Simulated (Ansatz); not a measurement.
# Bi (Im-3m) in Ansatz: a series of runs

Aim: see how the results for Bi move with the level of theory and the settings. Levels: PBE, PBEsol+D4. Tasks: single point, relaxation of cell and atoms.

All numbers are computed with Ansatz 0.2.0; they aren't measurements. Logs are shortened: lines on timing, memory, paths and dates and some standing lists are left out, and cuts for length are marked.

## Step 1: The crystal as given

The structure is cubic, space group Im-3m (No. 229). Conventional cell: a = 3.963 Å, b = 3.963 Å, c = 3.963 Å, α = 90.00°, β = 90.00°, γ = 90.00°. Bi (site symmetry m-3m) has 8 Bi at 3.43 Å as nearest neighbours.

This isn't the form of Bi at room conditions, which is rhombohedral.

## Step 2: Single point, PBE

Contents of input.yaml:

```yaml
crystal:
  lattice:
    - [-1.9814305318, 1.9814305318, 1.9814305318]
    - [1.9814305318, -1.9814305318, 1.9814305318]
    - [1.9814305318, 1.9814305318, -1.9814305318]
  atoms:
    - { symbol: Bi, position: [0.0, 0.0, 0.0] }
kpoints:
  mp_grid: { grid: [9, 9, 9] }
scf:
  occupations: { method: gaussian, width: 0.1 }
hamiltonian:
  xc: pbe
  pseudopotentials: { kind: all_electron, lapw: { basis_error: 0.001 } }
output:
  forces: true
  stress: true
  eigenvalues: true
```

Potentials or basis: all-electron LAPW, scalar-relativistic.

Launch:

```console
ansatz run input.yaml --threads 1 --pin off --max-ram 3072MiB --backend cpu --events-out ev --progress --plain --runs-dir out
```

What it wrote:

```text
Warning: RAYON_NUM_THREADS=1 ignored (pool sized by the plan → 1); use --threads N
LAPW: plane waves up to 6.468 Å⁻¹, error target 1.0e-3 eV per atom; small_component_spin mean_spin; Bi in spheres of 1.716 Å, 37 of its electrons in bands, Dirac shells [] (how accurate: hamiltonian.pseudopotentials.lapw.basis_error, Limitations)
Engine: ansatz 0.2.0, aarch64-unknown-linux-gnu
Pseudopotentials: kind: all_electron
Pseudopotential: Bi, LAPW, valence charge 37, lapw/all_electron/scalar/gaussian/Bi, Koelling and Harmon's equation, gaussian nucleus
Functional definition: PBE
  parameter kappa = 0.804
  parameter beta = 0.06672455060314922
  exchange = pbe_x(kappa = kappa, mu = beta*pi^2/3)
  correlation = pbe_c(beta = beta)
Crystal: 1 atoms, lattice volume = 31.117 Å³
Basis set: ecut = 159.37278627052473 eV, 141 PW (Γ), exchange–correlation at level 2
Bands: 23, of which v1, the nominal top of the filled ones, is band 19 counted from 1 (18 counted from 0)
Symmetry: 48 space group operations
Space group: Im-3m (ITA 229), of the structure as read, at distance tolerance 3.1e-5 Å
k-points: 35 of 729
Non-local potential: Bi, projectors of the file, none
Initial density: superposition of atomic densities (chi_scale 0.1, normalization cell)
Initial wavefunctions: plane waves of lowest kinetic energy (no species holds an atomic orbital)
Functional: x = pbe(κ = 0.804, μ = 0.2195149727645171), c = pbe(β = 0.06672455060314922)
iter 1 solved again at ethr=1.17e-5 eV; its pass at ethr=1.00e-1 eV (dr2=4.33e-3 eV) is discarded
SCF iter   1: F=—  HF=-585705.863585 eV  |F-HF|=—  |Δ(HF+E_count)|=         —  Δρ=4.70e-3  dr2=4.38e-3  ethr=1.17e-5  ⟨swp⟩=3.7  Hψ=5321  notcnv=0
preconditioner: auto → Kerker (q_TF=auto, 2.808 Å⁻¹)  [metal: Δε(μ)=0.032 eV  Ē_g=23.996 eV  σ=0.100 eV  W_gap=0.17  n_scr=12 (ndim 8)  ℏωp=25.8 eV  f_vac=0.000  D(μ)=0.57/eV (n_scr^D=0)]
SCF iter   2: F=—  HF=-585705.858988 eV  |F-HF|=—  |Δ(HF+E_count)|=   4.60e-3  Δρ=3.02e-3  dr2=2.04e-3  ethr=1.17e-5  ⟨swp⟩=2.0  Hψ=2329  notcnv=0
SCF iter   3: F=—  HF=-585705.859564 eV  |F-HF|=—  |Δ(HF+E_count)|=   5.76e-4  Δρ=1.58e-3  dr2=6.81e-4  ethr=5.52e-6  ⟨swp⟩=2.0  Hψ=2329  notcnv=0
SCF iter   4: F=—  HF=-585705.859793 eV  |F-HF|=—  |Δ(HF+E_count)|=   2.30e-4  Δρ=7.83e-4  dr2=2.05e-4  ethr=1.84e-6  ⟨swp⟩=2.0  Hψ=2329  notcnv=0
SCF iter   5: F=—  HF=-585705.859939 eV  |F-HF|=—  |Δ(HF+E_count)|=   1.45e-4  Δρ=2.55e-4  dr2=2.90e-5  ethr=5.54e-7  ⟨swp⟩=2.9  Hψ=2376  notcnv=0
SCF iter   6: F=—  HF=-585705.859948 eV  |F-HF|=—  |Δ(HF+E_count)|=   9.09e-6  Δρ=8.73e-5  dr2=2.95e-6  ethr=7.83e-8  ⟨swp⟩=2.9  Hψ=2380  notcnv=0
iter 7 solved again at ethr=6.84e-10 eV; its pass at ethr=7.98e-9 eV (dr2=2.53e-7 eV) is discarded
SCF iter   7: F=—  HF=-585705.859948 eV  |F-HF|=—  |Δ(HF+E_count)|=   3.83e-7  Δρ=2.52e-5  dr2=2.54e-7  ethr=6.84e-10  ⟨swp⟩=2.0  Hψ=3958  notcnv=0
SCF iter   8: F=-585705.859948 eV  HF=-585705.859948 eV  |F-HF|=1.06e-8  |Δ(HF+E_count)|=   1.14e-7  Δρ=6.60e-6  dr2=1.15e-8  ethr=6.84e-10  ⟨swp⟩=2.9  Hψ=2373  notcnv=0
SCF 1 converged in 8 iterations: F = -585705.859948 eV  dr2 = 1.15e-8
SCF converged after 8 iterations
Free energy (F): -585705.859948 eV
Harris-Foulkes:  -585705.859948 eV  (|F-HF|=1.06e-8)
Internal energy: -585705.857114 eV  (E = F + TS)
E sigma→0 (E₀):  -585705.858531 eV
Entropy (-TS):   -0.002834 eV (-2.834 meV/atom)
Fermi energy:    15.895417 eV
--- Per-component energies (eV) ---
  E_band       = -2605.793294
  E_kinetic    = 678034.638255
  E_xc         = -10805.676427
  E_electrostatic = -1252934.818942  (all electrons and nuclei)
  E_smearing   = -0.002834  (= −TS)
  E_closure    = 0.000000  (closes the sum)
  E_atoms      = -585702.106902  (free atoms, spherical and without spin; not in F)
  Σ components = -585705.859948   (vs F -585705.859948, Δ=0.00e0)
  Basis errors (estimates in eV, not in F): energy 2.5e-4 per atom: plane waves 2.4e-4 (1.3e-4 summed), levels above the bands 0.0e0, relativity 5.6e-9, radial functions 4.0e-6, core shells 7.6e-10; eigenvalues (radial functions only) 2.6e-5; not estimated: angular momenta, meshes, grids; target (lapw.basis_error) 1.0e-3; muffin-tin radii Bi 1.716 Å
--- Forces (eV/Å), atoms counted from 1 ---
  atom   1  Bi     0.00000000    -0.00000000     0.00000000
  max |Σ_I F_I| component: 4.62e-32 eV/Å
--- Stress (GPa, compression-positive) ---
        0.876222       0.000000      -0.000000
        0.000000       0.876222      -0.000000
       -0.000000      -0.000000       0.876222
  P = ⅓ Tr σ = 0.8762 GPa (8.762 kbar)
--- Band table (eV; the first three rows and the last of 35) ---
  k-point 0: bands = ["-137.4639", "-132.5911", "-132.5911", "-132.5911", "-132.5909", "-132.5909", "-132.5909", "-132.5907", "-75.7175", "-75.7175", "-75.7175", "-7.1705", "-7.1705", "-7.1705", "-7.0420", "-7.0420", "2.3629", "20.9955", "20.9955", "20.9955", "25.0240", "26.3306", "26.3306"]
  k-point 1: bands = ["-137.4638", "-132.5911", "-132.5911", "-132.5911", "-132.5909", "-132.5909", "-132.5909", "-132.5907", "-75.7176", "-75.7175", "-75.7174", "-7.1751", "-7.1626", "-7.1462", "-7.0473", "-7.0429", "2.5878", "18.9866", "20.3530", "20.7934", "24.6741", "25.4233", "26.0787"]
  k-point 2: bands = ["-137.4638", "-132.5911", "-132.5911", "-132.5911", "-132.5909", "-132.5909", "-132.5909", "-132.5907", "-75.7181", "-75.7177", "-75.7174", "-7.1868", "-7.1468", "-7.0843", "-7.0573", "-7.0452", "3.2457", "15.8660", "19.1374", "20.2739", "23.2309", "24.4494", "26.2416"]
  k-point 34: bands = ["-137.4638", "-132.5911", "-132.5911", "-132.5911", "-132.5909", "-132.5909", "-132.5909", "-132.5907", "-75.7188", "-75.7188", "-75.7188", "-7.1769", "-7.1725", "-6.9857", "-6.9857", "-6.9840", "7.3293", "13.8967", "14.2061", "14.2061", "19.4935", "20.1072", "30.8795"]
```

Wall time 6.2 s (1 thread of Arm Neoverse N1, shared host); peak memory 0.24 GiB.

What came out:

```yaml
Free_energy: -585705.8599 eV
Pressure: 0.9 GPa
Band_gap_on_the_k_mesh: none (metal or under the smearing width)
```

Caveat: spin-orbit coupling is left out, which moves the levels of the heavy elements.

## Step 3: Single point, PBE

input.yaml, as its differences from that of step 2:

```diff
@@ -10,3 +10,3 @@
 scf:
-  occupations: { method: gaussian, width: 0.1 }
+  occupations: { method: gaussian, width: 0.024 }
 hamiltonian:
```

Potentials or basis: all-electron LAPW, scalar-relativistic.

Launch:

```console
ansatz run input.yaml --threads 1 --pin off --max-ram 3072MiB --backend cpu --events-out ev --progress --plain --runs-dir out
```

Run time: 5.3 s. Hardware: 1 thread of Arm Neoverse N1, shared host; peak memory 0.23 GiB.

Results (log left out):

* Free energy: -585705.8580 eV
* Pressure: 0.9 GPa
* Band gap on the k mesh: none (metal or under the smearing width)

Levels at points of the mesh, in eV from the Fermi level:
```tsv
k point	band 15	band 16	band 17	band 18	band 19	band 20	band 21	band 22
(0.00, 0.00, 0.00)	-22.93	-22.93	-13.53	5.10	5.10	5.10	9.13	10.44
```

Caveat: spin-orbit coupling is left out, which moves the levels of the heavy elements.

## Step 4: Single point, PBE

input.yaml, as its differences from that of step 3:

```diff
@@ -10,3 +10,3 @@
 scf:
-  occupations: { method: gaussian, width: 0.024 }
+  occupations: { method: gaussian, width: 0.013 }
 hamiltonian:
```

Launch:

```console
ansatz run input.yaml --threads 1 --pin off --max-ram 3072MiB --backend cpu --events-out ev --progress --plain --runs-dir out
```

It took 5.3 s on 1 thread of Arm Neoverse N1, shared host; peak memory 0.23 GiB.

It converged, with:

```yaml
Free_energy: -585705.8578 eV
Pressure: 0.9 GPa
Band_gap_on_the_k_mesh: none (metal or under the smearing width)
```

Levels at points of the mesh, in eV from the Fermi level:
| k point | band 15 | band 16 | band 17 | band 18 | band 19 | band 20 | band 21 | band 22 |
| --- | --- | --- | --- | --- | --- | --- | --- | --- |
| (0.00, 0.00, 0.00) | -22.94 | -22.94 | -13.53 | 5.10 | 5.10 | 5.10 | 9.13 | 10.44 |

Caveat: spin-orbit coupling is left out, which moves the levels of the heavy elements.

## Step 5: Relaxation of cell and atoms, PBEsol+D4

input.yaml, as its differences from that of step 4:

```diff
@@ -10,5 +10,6 @@
 scf:
-  occupations: { method: gaussian, width: 0.013 }
+  occupations: { method: fermi_dirac, width: 0.05 }
 hamiltonian:
-  xc: pbe
+  xc: pbesol
+  dispersion: d4
   pseudopotentials: { kind: all_electron, lapw: { basis_error: 0.001 } }
@@ -17,2 +18,5 @@
   stress: true
-  eigenvalues: true
+relax:
+  f_tol: 0.005
+  max_steps: 60
+  cell: {}
```

Launch:

```console
ansatz run input.yaml --threads 1 --pin off --max-ram 3072MiB --backend cpu --events-out ev --progress --plain --runs-dir out
```

It took 20 s on 1 thread of Arm Neoverse N1, shared host; peak memory 0.25 GiB.

Results (log left out):

| Property | Result |
| --- | --- |
| Free energy | -585551.7285 eV |
| Relaxed volume | 29.18 Å³/atom |
| Relaxed cell | a = 3.359 Å, b = 3.359 Å, c = 3.359 Å, α = 109.47°, β = 109.47°, γ = 109.47° |
| Space group after relaxing (to 0.05 Å) | Im-3m (No. 229) |
| Energy gained by relaxing | 22.7 meV/atom |
| Ionic steps | 5 |
| Pressure after relaxing | 0.0 GPa |

The path:
| step | energy change (eV) | largest force (eV/Å) | volume (Å³) |
| --- | --- | --- | --- |
| 1 | 0.0000 | 0.0000 | 31.12 |
| 2 | -0.0209 | 0.0000 | 28.67 |
| 3 | -0.0227 | 0.0000 | 29.23 |
| 4 | -0.0227 | 0.0000 | 29.18 |
| 5 | -0.0227 | 0.0000 | 29.18 |

Final structure:
```xyz
1
Lattice="-1.9395 1.9395 1.9395 1.9395 -1.9395 1.9395 1.9395 1.9395 -1.9395" Properties=species:S:1:pos:R:3 pbc="T T T"
Bi    0.0000    0.0000    0.0000
```

Caveat: spin-orbit coupling is left out, which moves the levels of the heavy elements.

## Step 6: Single point, PBE

input.yaml, as its differences from that of step 5:

```diff
@@ -10,6 +10,5 @@
 scf:
-  occupations: { method: fermi_dirac, width: 0.05 }
+  occupations: { method: gaussian, width: 0.014 }
 hamiltonian:
-  xc: pbesol
-  dispersion: d4
+  xc: pbe
   pseudopotentials: { kind: all_electron, lapw: { basis_error: 0.001 } }
@@ -18,5 +17,2 @@
   stress: true
-relax:
-  f_tol: 0.005
-  max_steps: 60
-  cell: {}
+  eigenvalues: true
```

Potentials or basis: all-electron LAPW, scalar-relativistic.

Launch:

```console
ansatz run input.yaml --threads 1 --pin off --max-ram 3072MiB --backend cpu --events-out ev --progress --plain --runs-dir out
```

It took 3.4 s on 1 thread of Arm Neoverse V1, shared host; peak memory 0.23 GiB.

It converged, with:

- Free energy: -585705.8578 eV
- Pressure: 0.9 GPa
- Band gap on the k mesh: none (metal or under the smearing width)

Levels at points of the mesh, in eV from the Fermi level:
| k point | band 15 | band 16 | band 17 | band 18 | band 19 | band 20 | band 21 | band 22 |
| --- | --- | --- | --- | --- | --- | --- | --- | --- |
| (0.00, 0.00, 0.00) | -22.93 | -22.93 | -13.53 | 5.10 | 5.10 | 5.10 | 9.13 | 10.44 |

Caveat: spin-orbit coupling is left out, which moves the levels of the heavy elements.

## Step 7: The runs side by side

```tsv
task	level	cell	cutoff (eV)	smearing	gap on the mesh (eV)	pressure (GPa)
single point	PBE	as given	159	gaussian 0.1 eV	none	0.9
single point	PBE	as given	159	gaussian 0.024 eV	none	0.9
single point	PBE	as given	159	gaussian 0.013 eV	none	0.9
relaxation of cell and atoms	PBEsol+D4	relaxed	-	fermi-dirac 0.05 eV	-	0.0
single point	PBE	as given	159	gaussian 0.014 eV	none	0.9
```

Alike in all rows: potentials or basis all-electron LAPW, scalar-relativistic; no spin polarisation; k mesh 9 × 9 × 9; basis error allowed 0.001 eV/atom.

Every run on the cell as given and a fine mesh finds a metal.

Caveats: spin-orbit coupling is left out, which moves the levels of the heavy elements.

Compare energies only between runs with the same functional and basis.
